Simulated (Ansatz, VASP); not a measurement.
# Cross-check of GaAs between VASP and Ansatz

One calculation is typed for both programs; each brings its own data sets and cutoff. How far apart do they land?

Program: Ansatz 0.2.0. Level of theory: plane waves, with VASP 6.6.1 beside it; band structure at HSE06. Results are calculated unless marked as measured.

## Step 1: The starting structure

The structure is cubic, space group F-43m (No. 216). Conventional cell: a = 5.654 Å, b = 5.654 Å, c = 5.654 Å, α = 90.00°, β = 90.00°, γ = 90.00°. Nearest to Ga lie 4 As at 2.45 Å. As has 4 Ga at 2.45 Å nearest. Farther neighbours are not listed.

## Step 2: Ansatz: band structure, HSE06

Ansatz runs on its default PAW (the set named soft_2) files.

The same path points are solved in both programs, so levels can be compared one by one.

input.yaml reads:

```yaml
crystal:
  lattice:
    - [0.0, 2.82685, 2.82685]
    - [2.82685, 0.0, 2.82685]
    - [2.82685, 2.82685, 0.0]
  atoms:
    - { symbol: Ga, position: [0.0, 0.0, 0.0] }
    - { symbol: As, position: [0.25, 0.25, 0.25] }
hamiltonian:
  xc: { exchange: pbe, correlation: pbe, exx: { coeff: 0.25, omega: 0.2 } }
  pseudopotentials: { kind: paw }
kpoints:
  mp_grid: { grid: [4, 4, 4] }
  band_path:
    path:
      - [0.0, 0.0, 0.0]
      - [0.5, 0.0, 0.5]
      - [0.5, 0.2, 0.7]
      - [0.4, 0.35, 0.75]
      - [0.15, 0.15, 0.3]
      - [0.2, 0.2, 0.2]
      - [0.55, 0.4, 0.55]
      - [0.6, 0.25, 0.65]
      - [0.5, 0.25, 0.75]
      - [0.5, 0.5, 0.5]
      - [0.375, 0.375, 0.75]
      - [0.5, 0.0, 0.5]
    npoints: 1
scf:
  occupations: { method: gaussian, width: 0.02 }
  n_extra_bands: 7
output:
  forces: true
  stress: true
  eigenvalues: true
```

Command:

```console
$ ansatz run input.yaml --threads 4 --pin off --max-ram 9216MiB --backend cpu --events-out ev --progress --plain --runs-dir out
```

Numbers of over 12 decimals in the logs are rounded to 6 here.

Log:

```text
Warning: output.stress: scf.convergence.dr2_threshold = 1e-7 eV (the SCF's general default) is looser than the 2e-10 eV advised for a printed stress (1e-10 eV for each atom of the cell: 2). What an SCF threshold leaves in a stress goes as its square root, and in the free energy as the threshold itself, and one threshold admits the most on a small cell: [figures from the program's tests cut] Set scf.convergence.dr2_threshold to 2e-10 eV or tighter. The threshold is an SCF's pass mark: one that does not reach it within its budget of iterations ends unconverged, or closes short of it on a stop that the run arms, and scf.convergence.dr2_threshold's page says what that costs each kind of run
Warning: output.stress: scf.exx.energy_threshold = 1e-6 eV is looser than the 2e-8 eV advised for a stress under a hybrid functional (1e-8 eV for each atom of the cell: 2). Every SCF of the exchange loop can meet its threshold on dr2 while the loop round them stops early: no threshold on dr2 bounds what that leaves in the stress. Set scf.exx.energy_threshold to 2e-8 eV or tighter. The threshold is the loop's pass mark: a loop that does not reach it within its budget of cycles ends unconverged, and scf.exx.energy_threshold's page has the law
scf.n_extra_bands = 7 over 14 filled bands (N_el = 28.0): the run solves 21 bands
Engine: ansatz 0.2.0, aarch64-unknown-linux-gnu
Pseudopotentials: kind: paw
Pseudopotential: Ga, paw, valence charge 13, recommended cutoff 420 eV (normal), Ga.paw.azcp
Pseudopotential: As, paw, valence charge 15, recommended cutoff 420 eV (normal), As.paw.azcp
Functional definition: unnamed
  parameter a_1 = 0.25
  parameter omega_1 = 0.2/angstrom
  exchange = pbe_x + (-a_1)*pbe_x_sr(omega_1) + a_1*exact_x_sr(omega_1)
  correlation = pbe_c
Crystal: 2 atoms, lattice volume = 45.179 Å³
Basis set: ecut = 420 eV, 893 PW (Γ), exchange–correlation on 54×54×54 points (8 copies of the dense FFT grid, shifted against one another)
Bands: 21, of which v1, the nominal top of the filled ones, is band 14 counted from 1 (13 counted from 0)
Symmetry: 24 space group operations
Space group: F-43m (ITA 216), of the structure as read, at distance tolerance 3.6e-5 Å
k-points: 8 of 64 (time reversal used)
Non-local potential: Ga, projectors of the file, l = 0: 2, l = 1: 2, l = 2: 3, l = 3: 1
Non-local potential: As, projectors of the file, l = 0: 2, l = 1: 2, l = 2: 3, l = 3: 1
PAW form: soft (Blöchl's): semilocal exchange-correlation on the pseudo side does not see the compensation charge
PAW frozen core: Ga, regenerated for the run's functional, and the local potential with it (the file was generated under x = pbe(κ = 0.804, μ = 0.219515), c = pbe(β = 0.066725))
PAW frozen core: As, regenerated for the run's functional, and the local potential with it (the file was generated under x = pbe(κ = 0.804, μ = 0.219515), c = pbe(β = 0.066725))
PAW one-centre angular grid: Ga, 590 points (default); XC on 64 Gauss nodes
PAW one-centre angular grid: As, 590 points (default); XC on 64 Gauss nodes
Initial density: superposition of atomic densities (neutral atoms: chi_scale 0, normalization atom), corrected by the library's trained network
Initial wavefunctions: pseudopotential atomic-orbital guess
Functional: x = pbe(κ = 0.804, μ = 0.219515), c = pbe(β = 0.066725), warm-up for x = pbe(κ = 0.804, μ = 0.219515) + 0.25 (exact − pbe) at short range (hse, ω = 0.2 Å⁻¹), c = pbe(β = 0.066725)
SCF iter   1: F=—  HF=-8639.661650 eV  |F-HF|=—  |Δ(HF+E_count)|=         —  Δρ=1.59e-3  dr2=4.80e-4  ethr=1.77e-3  ⟨swp⟩=8.1  Hψ=707  notcnv=0
preconditioner: auto → none  [insulator: Δε(μ)=0.511 eV  Ē_g=18.053 eV  σ=0.020 eV  W_gap=1.00  n_scr=14 (ndim 8)  ℏωp=23.4 eV  f_vac=0.086  D(μ)=0.00/eV (n_scr^D=0)]
SCF iter   2: F=—  HF=-8639.661762 eV  |F-HF|=—  |Δ(HF+E_count)|=   1.12e-4  Δρ=6.22e-4  dr2=7.92e-5  ethr=1.71e-6  ⟨swp⟩=5.1  Hψ=530  notcnv=0  defer=3
SCF iter   3: F=-8639.661796 eV  HF=-8639.661802 eV  |F-HF|=5.79e-6  |Δ(HF+E_count)|=   3.98e-5  Δρ=2.29e-4  dr2=1.19e-5  ethr=2.83e-7  ⟨swp⟩=4.0  Hψ=324  notcnv=0  defer=1
SCF 1 stopped early in 3 iterations: F = -8639.661796 eV  dr2 = 1.19e-5
  greatest PAW one-centre occupation: 0.999 electrons in one spin orbital (limit 2), on the As atom at site 1 (counted from 0), in its partial waves of l = 2
Initial density: handed on by an earlier stage of this run
Initial wavefunctions: those handed on with the density
Functional: x = pbe(κ = 0.804, μ = 0.219515) + 0.25 (exact − pbe) at short range (hse, ω = 0.2 Å⁻¹), c = pbe(β = 0.066725)
Exchange kernel: α = 0.2500, screened, ω = 0.2000 Å⁻¹, Wigner–Seitz truncation, v(0) = 1102.6811 eV·Å³, q-mesh 4×4×4, nearest image of the exchange supercell L = 15.99 Å, pair-density grid 15×15×15, without the augmentation charges, whose exchange is taken in its separable form by FFT convolution over the k-point mesh (sized by the pseudopotential files, 24×24×24 at the most), smooth part of the exact exchange by density-matrix convolution
Frozen-core exchange: fock
SCF iter   1: F=—  HF=-8641.464237 eV  |F-HF|=—  |Δ(HF+E_count)|=         —  Δρ=1.32e-2  dr2=3.02e-2  ethr=4.25e-7  ⟨swp⟩=6.8  Hψ=850  notcnv=0
preconditioner: auto → none  [insulator: Δε(μ)=1.395 eV  Ē_g=20.909 eV  σ=0.020 eV  W_gap=1.00  n_scr=14 (ndim 8)  ℏωp=23.4 eV  f_vac=0.089  D(μ)=0.00/eV (n_scr^D=0)]
SCF iter   2: F=—  HF=-8641.443871 eV  |F-HF|=—  |Δ(HF+E_count)|=   2.04e-2  Δρ=2.90e-3  dr2=2.28e-3  ethr=4.25e-7  ⟨swp⟩=4.1  Hψ=614  notcnv=0
SCF iter   3: F=—  HF=-8641.452097 eV  |F-HF|=—  |Δ(HF+E_count)|=   8.23e-3  Δρ=3.13e-3  dr2=1.45e-3  ethr=4.25e-7  ⟨swp⟩=4.1  Hψ=575  notcnv=0
SCF iter   4: F=—  HF=-8641.451963 eV  |F-HF|=—  |Δ(HF+E_count)|=   1.34e-4  Δρ=1.14e-3  dr2=2.44e-4  ethr=4.25e-7  ⟨swp⟩=4.0  Hψ=416  notcnv=0
iter 5 solved again at ethr=2.81e-9 eV; its pass at ethr=4.25e-7 eV (dr2=7.86e-7 eV) is discarded
SCF iter   5: F=—  HF=-8641.451975 eV  |F-HF|=—  |Δ(HF+E_count)|=   1.25e-5  Δρ=3.15e-5  dr2=1.28e-5  ethr=2.81e-9  ⟨swp⟩=3.8  Hψ=734  notcnv=0
SCF iter   6: F=—  HF=-8641.452147 eV  |F-HF|=—  |Δ(HF+E_count)|=   1.71e-4  Δρ=2.09e-4  dr2=7.74e-6  ethr=2.81e-9  ⟨swp⟩=4.5  Hψ=530  notcnv=0
SCF iter   7: F=-8641.452140 eV  HF=-8641.452140 eV  |F-HF|=3.52e-7  |Δ(HF+E_count)|=   6.71e-6  Δρ=1.91e-5  dr2=2.36e-7  ethr=2.81e-9  ⟨swp⟩=4.0  Hψ=407  notcnv=0
SCF 2 stopped early in 7 iterations: F = -8641.452140 eV  dr2 = 2.36e-7
hybrid outer 1: dexx = +9.743e-3 eV, tail = 6.09e-5 eV
Exchange kernel: α = 0.2500, screened, ω = 0.2000 Å⁻¹, Wigner–Seitz truncation, v(0) = 1102.6811 eV·Å³, q-mesh 4×4×4, nearest image of the exchange supercell L = 15.99 Å, pair-density grid 15×15×15, without the augmentation charges, whose exchange is taken in its separable form by FFT convolution over the k-point mesh (sized by the pseudopotential files, 24×24×24 at the most), smooth part of the exact exchange by density-matrix convolution
Frozen-core exchange: fock
SCF iter   1: F=—  HF=-8641.452216 eV  |F-HF|=—  |Δ(HF+E_count)|=         —  Δρ=6.80e-5  dr2=1.90e-6  ethr=1.09e-6  ⟨swp⟩=4.0  Hψ=357  notcnv=0
preconditioner: auto → none  [insulator: Δε(μ)=1.490 eV  Ē_g=20.725 eV  σ=0.020 eV  W_gap=1.00  n_scr=14 (ndim 8)  ℏωp=23.4 eV  f_vac=0.088  D(μ)=0.00/eV (n_scr^D=0)]
SCF iter   2: F=—  HF=-8641.452216 eV  |F-HF|=—  |Δ(HF+E_count)|=   3.95e-7  Δρ=2.60e-5  dr2=2.57e-7  ethr=5.33e-9  ⟨swp⟩=4.0  Hψ=483  notcnv=0
SCF iter   3: F=—  HF=-8641.452217 eV  |F-HF|=—  |Δ(HF+E_count)|=   6.30e-7  Δρ=1.52e-5  dr2=1.06e-7  ethr=5.12e-10  ⟨swp⟩=3.4  Hψ=408  notcnv=0  defer=2
SCF iter   4: F=—  HF=-8641.452217 eV  |F-HF|=—  |Δ(HF+E_count)|=   2.43e-8  Δρ=1.66e-6  dr2=2.46e-9  ethr=3.34e-10  ⟨swp⟩=3.0  Hψ=310  notcnv=0
SCF iter   5: F=-8641.452217 eV  HF=-8641.452217 eV  |F-HF|=1.64e-10  |Δ(HF+E_count)|=   5.41e-9  Δρ=4.37e-7  dr2=1.63e-9  ethr=2.84e-12  ⟨swp⟩=4.0  Hψ=513  notcnv=0
SCF 3 converged in 5 iterations: F = -8641.452217 eV  dr2 = 1.63e-9
  Residual-converged pass: ⟨swp⟩=1.5  Hψ=176  notcnv=0  max |occ|·‖R‖ = 2.3e-6 eV (tolerance 2.4e-6 eV)  dr2=1.63e-9  dr2_onsite=1.47e-10  max |Δocc| = 0.0e0
hybrid outer 2: dexx = +7.779e-7 eV, tail = 2.96e-8 eV, Δε = 2.88e-3 eV (about 9.92e-5 eV left of the loop's levels)
NSCF: frozen V_eff on 12 k-points
hybrid SCF converged: 2 outer / 12 inner (+3 warm-up), last move |dexx| = 7.78e-7 eV, tail = 2.96e-8 eV
Stability not checked: this state was not tested for a lower state beside it, because the functional holds exact exchange (a hybrid, or Hartree-Fock), whose exchange loop this test does not read (fock_operator; see scf.lower_state_search)
Free energy (F): -8641.452217 eV
Frozen-core exchange: fock
Harris-Foulkes:  -8641.452217 eV  (|F-HF|=1.64e-10)
Internal energy: -8641.452217 eV  (E = F + TS)
E sigma→0 (E₀):  -8641.452217 eV
Fermi energy:    8.525927 eV
--- Per-component energies (eV) ---
  E_band       = -386.825168
  E_kinetic    = 218.099460
  E_local      = -3921.350322  (includes V_loc(G=0)·N_el)
  E_nonlocal   = -244.348527
  E_hartree    = 1981.003010
  E_xc         = -119.117789
  E_vxc        = -109.785306  (∫ρ·V_xc dr)
  E_exx        = -109.842919  (= α·E_x^exact, valence–valence)
  E_paw        = -3746.520340  (= ΣΔE_a)
  E_vpaw       = -71.760821  (= ΣTr[D̂ρ^β])
  E_aug_tail   = -0.000141  (compensation charges beyond the density's cutoff)
  E_ewald      = -2698.727786
  E_core_change = -0.646862  (= ΣΔE_core)
  E_smearing   = -0.000000  (= −TS)
  E_closure    = 0.000000  (closes the sum)
  Σ components = -8641.452217   (vs F -8641.452217, Δ=-1.82e-12)
--- Forces (eV/Å), atoms counted from 1 ---
  atom   1  Ga     0.00000000    -0.00000000     0.00000000
  atom   2  As    -0.00000000    -0.00000000    -0.00000000
  max |Σ_I F_I| component: 2.34e-16 eV/Å
--- Stress (GPa, compression-positive) ---
        1.410993       0.000000       0.000000
        0.000000       1.410993       0.000000
       -0.000000       0.000000       1.410993
  P = ⅓ Tr σ = 1.4110 GPa (14.110 kbar)
--- Band table (eV; the first three rows and the last of 8) ---
  k-point 0: bands = [... 10 lower, -6.1555, 7.7801, 7.7801, 7.7801, 9.2714, 12.3408, 12.3408, 12.3408, ... 3 higher]
  k-point 1: bands = [... 10 lower, -5.4074, 3.3972, 7.0575, 7.0575, 10.0845, 13.2590, 13.2590, 14.7528, ... 3 higher]
  k-point 2: bands = [... 10 lower, -4.2282, 0.5732, 6.5463, 6.5463, 9.5944, 13.2629, 13.2629, 16.4518, ... 3 higher]
  k-point 7: bands = [... 10 lower, -3.3393, 0.6160, 3.9531, 4.1876, 13.2671, 13.4470, 14.1969, 14.6694, ... 3 higher]
```

Run time: 16 s. Hardware: 4 threads of Arm Neoverse V2, shared host; peak memory 0.72 GiB.

In the SCF lines HF is the Harris–Foulkes energy and dr2 the Hartree energy of the density residual, in eV; the loop may stop once dr2 is under the threshold and the program's other checks hold. Hψ counts applications of the Hamiltonian.

[end of part 1 of 2]

[Lines on the potential files, build, host, timing and source positions are cut from VASP's logs without a mark.]

[Logs are printed without paths, hosts, clocks, repeated set-up lines and the standing remarks that a program may print on its own settings, such as how far it seeks lower states.]

[Hosts, paths, dates, database ids (printed as entryN), source tags and the programs' standing remarks are cut or masked in the printed files.]
